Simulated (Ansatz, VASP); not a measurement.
**Sn3Se: VASP beside Ansatz**

The input INCAR:

```
SYSTEM = Sn3Se
ALGO     = Normal         ! electronic algorithm
EDIFF    = 1E-7           ! SCF threshold, eV
ENCUT    = 520            ! plane-wave cutoff, eV
GGA      = PS             ! functional
ISIF     = 2              ! what is computed and relaxed
ISMEAR   = -1             ! smearing method
LASPH    = .TRUE.         ! aspherical terms in the spheres
LCHARG   = .FALSE.        ! write CHGCAR
LREAL    = .FALSE.        ! projectors in reciprocal space
LWAVE    = .FALSE.        ! write WAVECAR
NBANDS   = 32             ! bands
NELM     = 80             ! most SCF steps
PREC     = Accurate       ! precision mode
SIGMA    = 0.05           ! smearing width, eV
```

Contents of KPOINTS:

```
k-points
0
G
  6 6 6
  0 0 0
```

POSCAR

```
Sn3Se
1.0
    0.0000000000      3.8063553727      3.8063553727
    3.8063553727      0.0000000000      3.8063553727
    3.8063553727      3.8063553727      0.0000000000
Sn Se
3 1
Direct
    0.5000000000      0.5000000000      0.5000000000
    0.7500000000      0.7500000000      0.7500000000
    0.2500000000      0.2500000000      0.2500000000
    0.0000000000      0.0000000000      0.0000000000
```

File input.yaml:

```yaml
crystal:
  lattice:
    - [0.0, 3.8063553727, 3.8063553727]
    - [3.8063553727, 0.0, 3.8063553727]
    - [3.8063553727, 3.8063553727, 0.0]
  atoms:
    - { symbol: Sn, position: [0.5, 0.5, 0.5] }
    - { symbol: Sn, position: [0.75, 0.75, 0.75] }
    - { symbol: Sn, position: [0.25, 0.25, 0.25] }
    - { symbol: Se, position: [0.0, 0.0, 0.0] }
hamiltonian:
  xc: pbesol
  pseudopotentials: { kind: paw }
kpoints:
  mp_grid: { grid: [6, 6, 6] }
scf:
  occupations: { method: fermi_dirac, width: 0.05 }
output:
  forces: true
  stress: true
  eigenvalues: true
```

Change from the starting cell: volume scaled by 1.06.

Alike in both runs: task single point; functional PBEsol; k mesh 6 × 6 × 6; occupations fermi-dirac, width 0.05 eV; no spin polarisation.

```csv
,VASP,Ansatz
version,VASP 6.6.1,Ansatz 0.2.0
potentials or method,"VASP PAW PBE potentials, release 64 (Sn_d, Se)",Ansatz PAW
plane-wave cutoff (eV),520,420
valence electrons in the cell,48,58
```

Ansatz gave:

```
gap on the k mesh at the Fermi level (eV) : none
pressure (GPa)                            : -5.3
```

Q: Which values does VASP return?

A: gap on the k mesh at the Fermi level (eV): none; pressure (GPa): -5.4.

A gap of «none» marks a metal or a gap that the smearing closes. The two sets of potentials don't hold the same shells in valence.

Caveats: the PAW data sets were made with another functional, which shifts forces and pressure a little (VASP); the PAW data sets come from PBE, with cores solved anew for the run's functional, which leaves a small shift of forces and pressure (Ansatz).
